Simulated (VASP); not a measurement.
# TiTe (P6_3/mmc) in VASP: a series of runs

One crystal, TiTe, is run at these levels: PBEsol; tasks: single point.

All numbers are computed with VASP 6.6.1; they aren't measurements. Logs are shortened: lines on timing, memory, paths and dates and some standing lists are left out, and cuts for length are marked.

## 1. Starting point

The structure is hexagonal, space group P6_3/mmc (No. 194). The conventional cell has a = 3.842 Å, b = 3.842 Å, c = 6.403 Å, α = 90.00°, β = 90.00°, γ = 120.00°. Te (site symmetry -6m2) is surrounded by 6 Ti at 2.74 Å. Around Ti (site symmetry -3m) lie 6 Te at 2.74 Å.

## 2. Single point, PBEsol

Input file INCAR:

```
  PREC = Accurate
  ENCUT = 450
  EDIFF = 1E-6
  ISMEAR = 0
  SIGMA = 0.05
  LREAL = Auto
  LASPH = T
  NELM = 100
  ALGO = Normal
  ISIF = 2
  LWAVE = F
  LCHARG = F
  GGA = PS
  ADDGRID = F
```

Input file KPOINTS:

```
Automatic mesh
0
Gamma
  5 5 3
```

Input file POSCAR:

```
TiTe
1.0
    3.8420000000      0.0000000000      0.0000000000
   -1.9210000000      3.3272696013      0.0000000000
    0.0000000000      0.0000000000      6.4030000000
Te Ti
2 2
Direct
    0.6666666667      0.3333333333      0.7500000000
    0.3333333333      0.6666666667      0.2500000000
    0.0000000000      0.0000000000      0.5000000000
    0.0000000000      0.0000000000      0.0000000000
```

Potentials or basis: VASP PAW PBE potentials, release 64 (Te, Ti_sv).

Run with:

```sh
cat potpaw_PBE.64/Te/POTCAR potpaw_PBE.64/Ti_sv/POTCAR > POTCAR
mpirun -np 1 vasp_std > vasp.out
```

OUTCAR:

```text
PREC = Accurate
   ENCUT = 450
   EDIFF = 1E-6
   ISMEAR = 0
   LREAL = Auto
   LASPH = T
   NELM = 100
   ISIF = 2
   GGA = PS

 Found     10 irreducible k-points:

 Following reciprocal coordinates:
            Coordinates               Weight
  0.000000  0.000000  0.000000      1.000000
  0.200000  0.000000  0.000000      6.000000
  0.400000  0.000000  0.000000      6.000000
  0.200000  0.200000  0.000000      6.000000
  0.400000  0.200000  0.000000      6.000000
  0.000000  0.000000  0.333333      2.000000
   k-points           NKPTS =     10   k-points in BZ     NKDIM =     10   number of bands    NBANDS=     22
   number of dos      NEDOS =    301   number of ions     NIONS =      4
   total plane-waves  NPLWV =  37632
   dimension x,y,z NGX =    28 NGY =   28 NGZ =   48
   dimension x,y,z NGXF=    56 NGYF=   56 NGZF=   96
   ions per type =               2   2
   NGX,Y,Z   is equivalent  to a cutoff of  12.12, 12.12, 12.46 a.u.
   NGXF,Y,Z  is equivalent  to a cutoff of  24.23, 24.23, 24.93 a.u.
 SYSTEM =  unknown system
   PREC   = accura    normal or accurate (medium, high low for compatibility)
   ISTART =      0    job   : 0-new  1-cont  2-samecut
   ICHARG =      2    charge: 1-file 2-atom 10-const
   ISPIN  =      1    spin polarized calculation?
   LNONCOLLINEAR =      F non collinear calculations
   LSORBIT =      F    spin-orbit coupling
   LASPH  =      T    aspherical Exc in radial PAW
   ENCUT  =  450.0 eV  33.07 Ry    5.75 a.u.   6.65  6.65 11.08*2*pi/ulx,y,z
   NELM   =    100;   NELMIN=  2; NELMDL= -5     # of ELM steps
   EDIFF  = 0.1E-05   stopping-criterion for ELM
   LREAL  =      T    real-space projection
   EDIFFG = 0.1E-04   stopping-criterion for IOM
   NSW    =      0    number of steps for IOM
   IBRION =     -1    ionic relax: 0-MD 1-quasi-New 2-CG
   NFREE  =      0    steps in history (QN), initial steepest desc. (CG)
   ISIF   =      2    stress and relaxation
   ISYM   =      2    0-nonsym 1-usesym 2-fastsym
   POTIM  = 0.5000    time-step for ionic-motion
   TEBEG  =    0.0;   TEEND  =   0.0 temperature during run
   PSTRESS=    0.0 pullay stress
   NELECT =      36.0000    total number of electrons
   NUPDOWN=      -1.0000    fix difference up-down
   EMIN   =  10.00;   EMAX   =-10.00  energy-range for DOS
   EFERMI =   0.00;   METHOD = LEGACY
   ISMEAR =     0;   SIGMA  =   0.05  broadening in eV -4-tet -1-fermi 0-gaus
   EFERMI_NEDOS =   21; number of points for ismear=-14 and -15
   IALGO  =     38    algorithm
   IMIX   =      4    mixing-type and parameters
     AMIX     =   0.40;   BMIX     =  1.00
     AMIX_MAG =   1.60;   BMIX_MAG =  1.00
  volume/ion in A,a.u.               =      20.46       138.09
  Fermi-wavevector in a.u.,A,eV,Ry     =   1.244991  2.352691 21.089049  1.550001
  Thomas-Fermi vector in A             =   2.379233
   LORBIT       =      0    0 simple, 1 ext, 2 COOP (PROOUT), +10 PAW based schemes
   GGA     = PS    functional components
   LHFCALC =     F    Hartree Fock is set to
   AEXX    =    0.0000 exact exchange contribution
   IVDW    =     0    specifies the selected vdW correction
   LEPSILON=     F    determine dielectric tensor
   LRPA    =     F    only Hartree local field effects (RPA)
 non-spin polarized calculation
 Gauss-broadening in eV      SIGMA  =   0.05
  energy-cutoff  :      450.00
  volume of cell :       81.85
 maximum number of plane-waves:      1810
 NGX is ok and might be reduce to    28
   NGX = 13   NGY = 13   NGZ = 23

 number of electron      36.0000000 magnetization

 Free energy of the ion-electron system (eV)
  ---------------------------------------------------
  ext. energy  EPLUGINS =         0.00000000
  ---------------------------------------------------
  free energy    TOTEN  =       -26.23237140 eV

  energy without entropy =      -26.22862362  energy(sigma->0) =      -26.23049751

 E-fermi :  10.0479     XC(G=0): -11.1605

 val. band max:        9.9960438006   @ k =   0.2000   0.0000   0.0000
 cond. band min:      10.0924682552   @ k =   0.2000   0.2000   0.3333
 fundamental gap:      0.0964244546
 Fermi energy:        10.0479295319

 k-point     1 :       0.0000    0.0000    0.0000
  band No.  band energies     occupation
      1     -46.9888      2.00000
      2     -46.9741      2.00000
      3     -23.4427      2.00000
      4     -23.4287      2.00000
      5     -23.4287      2.00000
      6     -23.4105      2.00000
[... 14 lines left out ...]
     21       9.6689      2.00000
     22      11.0321      0.00000

 k-point     2 :       0.2000    0.0000    0.0000
  band No.  band energies     occupation
      1     -46.9877      2.00000
      2     -46.9733      2.00000
      3     -23.4456      2.00000
      4     -23.4374      2.00000
      5     -23.4327      2.00000
      6     -23.4238      2.00000
[... 14 lines left out ...]
     21      10.7480      0.00000
     22      11.0172      0.00000

 k-point     3 :       0.4000    0.0000    0.0000
  band No.  band energies     occupation
      1     -46.9859      2.00000
      2     -46.9717      2.00000
      3     -23.4725      2.00000
      4     -23.4454      2.00000
      5     -23.4392      2.00000
      6     -23.4290      2.00000
[... 14 lines left out ...]
     21      10.8288      0.00000
     22      11.1365      0.00000

 k-point     4 :       0.2000    0.2000    0.0000
  band No.  band energies     occupation
      1     -46.9863      2.00000
      2     -46.9720      2.00000
      3     -23.4629      2.00000
      4     -23.4425      2.00000
      5     -23.4376      2.00000
      6     -23.4305      2.00000
[... 14 lines left out ...]
     21      10.8653      0.00000
     22      10.9263      0.00000

 k-point     5 :       0.4000    0.2000    0.0000
  band No.  band energies     occupation
      1     -46.9854      2.00000
      2     -46.9712      2.00000
      3     -23.4712      2.00000
      4     -23.4507      2.00000
      5     -23.4440      2.00000
      6     -23.4267      2.00000
[... 14 lines left out ...]
     21      10.7215      0.00000
     22      11.2161      0.00000

 k-point     6 :       0.0000    0.0000    0.3333
  band No.  band energies     occupation
      1     -46.9853      2.00000
      2     -46.9779      2.00000
      3     -23.4242      2.00000
      4     -23.4242      2.00000
      5     -23.4151      2.00000
      6     -23.4151      2.00000
[... 14 lines left out ...]
     21      10.3130      0.00000
     22      11.1117      0.00000

 [... further k-points ...]

------------------------ aborting loop because EDIFF is reached ----------------------------------------

  FORCE on cell =-STRESS in cart. coord.  units (eV):
  Direction    XX          YY          ZZ          XY          YZ          ZX
  --------------------------------------------------------------------------------------
  -------------------------------------------------------------------------------------
  Total        1.1991702      1.1991702      2.8608472      0.0000000      0.0000000      0.0000000
  in kB       23.4726730     23.4726730     55.9984992      0.0000000      0.0000000      0.0000000
  external PRESSURE =      34.3146151 kB  Pullay stress =       0.0000000 kB

 VOLUME and BASIS-vectors are now :
 -----------------------------------------------------------------------------
  energy-cutoff  :      450.00
  volume of cell :       81.85
      direct lattice vectors                 reciprocal lattice vectors
     3.842000000  0.000000000  0.000000000     0.260281104  0.150273365  0.000000000
    -1.921000000  3.327269601  0.000000000     0.000000000  0.300546730  0.000000000
     0.000000000  0.000000000  6.403000000     0.000000000  0.000000000  0.156176792

 POSITION                                       TOTAL-FORCE (eV/Angst)
 -----------------------------------------------------------------------------------
      1.92100      1.10909      4.80225         0.000000      0.000000      0.000000
     -0.00000      2.21818      1.60075         0.000000     -0.000000      0.000000
      0.00000      0.00000      3.20150         0.000000      0.000000      0.000000
      0.00000      0.00000      0.00000        -0.000000      0.000000      0.000000
 -----------------------------------------------------------------------------------
    total drift:                                0.000000     -0.000000      0.000000

  FREE ENERGIE OF THE ION-ELECTRON SYSTEM (eV)
  ---------------------------------------------------
  free  energy   TOTEN  =       -26.2323713971 eV

  energy  without entropy=      -26.2286236200  energy(sigma->0) =      -26.23049751
```

OSZICAR:

```text
N       E                     dE             d eps       ncg     rms          rms(c)
DAV:   1     0.352563657275E+03    0.35256E+03   -0.15979E+04   440   0.156E+03
DAV:   2     0.107078892460E+02   -0.34186E+03   -0.33677E+03   478   0.447E+02
DAV:   3    -0.259396915607E+02   -0.36648E+02   -0.36325E+02   786   0.133E+02
DAV:   4    -0.284411092902E+02   -0.25014E+01   -0.24854E+01   658   0.285E+01
DAV:   5    -0.285733991788E+02   -0.13229E+00   -0.13227E+00   630   0.557E+00    0.146E+01
DAV:   6    -0.264220173555E+02    0.21514E+01   -0.22580E+01   570   0.378E+01    0.493E+00
DAV:   7    -0.262573701186E+02    0.16465E+00   -0.22723E+00   588   0.126E+01    0.336E+00
DAV:   8    -0.262315245368E+02    0.25846E-01   -0.13232E-01   570   0.270E+00    0.381E-01
DAV:   9    -0.262320809332E+02   -0.55640E-03   -0.10750E-02   666   0.763E-01    0.275E-01
DAV:  10    -0.262324438074E+02   -0.36287E-03   -0.27019E-03   684   0.511E-01    0.576E-02
DAV:  11    -0.262323695253E+02    0.74282E-04   -0.64299E-04   680   0.236E-01    0.325E-02
DAV:  12    -0.262323714278E+02   -0.19025E-05   -0.43911E-05   602   0.509E-02    0.568E-03
DAV:  13    -0.262323713971E+02    0.30745E-07   -0.25048E-06   464   0.107E-02
   1 F= -.26232371E+02 E0= -.26230498E+02  d E =-.374778E-02
```

stdout:

```text
POSCAR found type information on POSCAR TeTi
 POSCAR found :  2 types and       4 ions
 scaLAPACK will be used
 -----------------------------------------------------------------------------
|                                                                             |
|                                                                             |
|     You have a (more or less) 'small supercell' and for smaller cells       |
|     it is recommended to use the reciprocal-space projection scheme!        |
|     The real-space optimization is not efficient for small cells and it     |
|     is also less accurate ...                                               |
|     Therefore, set LREAL=.FALSE. in the INCAR file.                         |
|                                                                             |
 -----------------------------------------------------------------------------

 -----------------------------------------------------------------------------
|                                                                             |
|                                                                             |
|     You enforced a specific xc type in the INCAR file but a different       |
|     I HOPE YOU KNOW WHAT YOU ARE DOING!                                     |
|                                                                             |
 -----------------------------------------------------------------------------

 LDA part: xc-table for (Slater+PW92), standard interpolation
 POSCAR, INCAR and KPOINTS ok, starting setup
 FFT: planning ... GRIDC
 FFT: planning ... GRID_SOFT
 FFT: planning ... GRID
 WAVECAR not read
 entering main loop
```

It took 17 s on 1 thread of AMD EPYC 9R14 (Zen 4), shared host; peak memory 0.16 GiB.

The run converged, but some of its settings lie outside the range that counts as converged, so its numbers aren't taken as properties of the crystal.

What came out:

```
Free energy            : -26.2324 eV
Pressure               : 3.4 GPa
Band gap on the k mesh : none (metal or under the smearing width)
```

Caveat: the k mesh is coarse (spacing up to 0.38 Å⁻¹), so the values aren't converged; the PAW data sets were made with another functional, which shifts forces and pressure a little.

## 3. Single point, PBEsol

INCAR: that of step 2 with these lines changed.

```diff
@@ -2,6 +2,6 @@
   ENCUT = 450
-  EDIFF = 1E-6
+  EDIFF = 0.01
   ISMEAR = 0
   SIGMA = 0.05
-  LREAL = Auto
+  LREAL = F
   LASPH = T
```

KPOINTS is that of step 2.

POSCAR is that of step 2.

Potentials or basis: VASP PAW PBE potentials, release 64 (Te, Ti_sv).

Run with:

```sh
cat potpaw_PBE.64/Te/POTCAR potpaw_PBE.64/Ti_sv/POTCAR > POTCAR
mpirun -np 1 vasp_std > vasp.out
```

OUTCAR:

```text
PREC = Accurate
   ENCUT = 450
   EDIFF = 0.01
   ISMEAR = 0
   LREAL = F
   LASPH = T
   NELM = 100
   ISIF = 2
   GGA = PS

 Found     10 irreducible k-points:

 Following reciprocal coordinates:
            Coordinates               Weight
  0.000000  0.000000  0.000000      1.000000
  0.200000  0.000000  0.000000      6.000000
  0.400000  0.000000  0.000000      6.000000
  0.200000  0.200000  0.000000      6.000000
  0.400000  0.200000  0.000000      6.000000
[... 229 lines left out ...]

  FORCE on cell =-STRESS in cart. coord.  units (eV):
  Direction    XX          YY          ZZ          XY          YZ          ZX
  --------------------------------------------------------------------------------------
  -------------------------------------------------------------------------------------
  Total        0.8853430      0.8853430      2.6249490      0.0000000      0.0000000      0.0000000
  in kB       17.3297894     17.3297894     51.3810056      0.0000000      0.0000000      0.0000000
  external PRESSURE =      28.6801948 kB  Pullay stress =       0.0000000 kB

 VOLUME and BASIS-vectors are now :
 -----------------------------------------------------------------------------
  energy-cutoff  :      450.00
  volume of cell :       81.85
      direct lattice vectors                 reciprocal lattice vectors
     3.842000000  0.000000000  0.000000000     0.260281104  0.150273365  0.000000000
    -1.921000000  3.327269601  0.000000000     0.000000000  0.300546730  0.000000000
     0.000000000  0.000000000  6.403000000     0.000000000  0.000000000  0.156176792

 POSITION                                       TOTAL-FORCE (eV/Angst)
 -----------------------------------------------------------------------------------
      1.92100      1.10909      4.80225        -0.000000      0.000000      0.000000
     -0.00000      2.21818      1.60075         0.000000     -0.000000      0.000000
      0.00000      0.00000      3.20150        -0.000000     -0.000000      0.000000
      0.00000      0.00000      0.00000        -0.000000     -0.000000      0.000000
 -----------------------------------------------------------------------------------
    total drift:                                0.000000     -0.000000      0.000000

  FREE ENERGIE OF THE ION-ELECTRON SYSTEM (eV)
  ---------------------------------------------------
  free  energy   TOTEN  =       -26.2308888728 eV

  energy  without entropy=      -26.2273584106  energy(sigma->0) =      -26.22912364
```

OSZICAR:

```text
N       E                     dE             d eps       ncg     rms          rms(c)
DAV:   1     0.352562602751E+03    0.35256E+03   -0.15979E+04   440   0.156E+03
DAV:   2     0.107094151401E+02   -0.34185E+03   -0.33676E+03   478   0.447E+02
DAV:   3    -0.259387928408E+02   -0.36648E+02   -0.36326E+02   786   0.133E+02
DAV:   4    -0.284402711220E+02   -0.25015E+01   -0.24854E+01   658   0.285E+01
DAV:   5    -0.285725522310E+02   -0.13228E+00   -0.13226E+00   630   0.557E+00    0.146E+01
DAV:   6    -0.264210552234E+02    0.21515E+01   -0.22582E+01   570   0.378E+01    0.493E+00
DAV:   7    -0.262563911231E+02    0.16466E+00   -0.22726E+00   588   0.126E+01    0.336E+00
DAV:   8    -0.262305113111E+02    0.25880E-01   -0.13197E-01   550   0.270E+00    0.380E-01
DAV:   9    -0.262308888728E+02   -0.37756E-03   -0.89001E-03   378   0.779E-01
   1 F= -.26230889E+02 E0= -.26229124E+02  d E =-.353046E-02
```

It took 8.2 s on 1 thread of AMD EPYC 9R14 (Zen 4), shared host; peak memory 0.16 GiB.

These settings aren't checked as converged: the numbers below hold their error.

What came out:

- Free energy: -26.2309 eV
- Pressure: 2.9 GPa
- Band gap on the k mesh: none (metal or under the smearing width)

Caveat: the k mesh is coarse (spacing up to 0.38 Å⁻¹), so the values aren't converged; the PAW data sets were made with another functional, which shifts forces and pressure a little.

## 4. Single point, PBEsol

INCAR: that of step 3 with these lines changed.

```diff
@@ -2,3 +2,3 @@
   ENCUT = 450
-  EDIFF = 0.01
+  EDIFF = 0.001
   ISMEAR = 0
```

KPOINTS is that of step 3.

POSCAR is that of step 3.

Run with:

```sh
cat potpaw_PBE.64/Te/POTCAR potpaw_PBE.64/Ti_sv/POTCAR > POTCAR
mpirun -np 1 vasp_std > vasp.out
```

Run time: 9.1 s. Hardware: 1 thread of AMD EPYC 9R14 (Zen 4), shared host; peak memory 0.16 GiB.

These settings aren't checked as converged: the numbers below hold their error.

Results:

- Free energy: -26.2314 eV
- Pressure: 2.8 GPa
- Band gap on the k mesh: none (metal or under the smearing width)

Caveat: the k mesh is coarse (spacing up to 0.38 Å⁻¹), so the values aren't converged; the PAW data sets were made with another functional, which shifts forces and pressure a little.

## 5. The reference run

An earlier run on the cell as given: functional PBEsol; potentials or basis VASP PAW PBE potentials, release 64 (Te, Ti_sv); cutoff 520 eV; k mesh 8 × 8 × 4; occupations fermi-dirac, width 0.05 eV; no spin polarisation.

* Pressure: 3.5 GPa
* Band gap on the k mesh: none (metal or under the smearing width)
